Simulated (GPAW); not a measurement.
The system is CdO (Monteponite).

```
Cd O
1.0
     0.00000    2.34950    2.34950
     2.34950    0.00000    2.34950
     2.34950    2.34950    0.00000
Cd O
1 1
Cartesian
  0.0000 0.0000 0.0000
  2.3495 2.3495 2.3495
```

Base run:

```yaml
Program: GPAW 26.7.0
Functional: LDA
Potentials_or_basis: the program's PAW data sets (release 1.2.1) made for this functional
Cutoff: 800 eV
Basis: pw
k_mesh: 10 × 10 × 10
Occupations: fermi-dirac, width 0.05 eV
Spin: no spin polarisation
```

Its results: pressure -6.5 GPa.

Q: The run is repeated on the same cell with these changes: functional from LDA to revPBE. What comes out?

A: Pressure 8.8 GPa.

revPBE binds less tightly than LDA, so the same cell stands under more pressure.
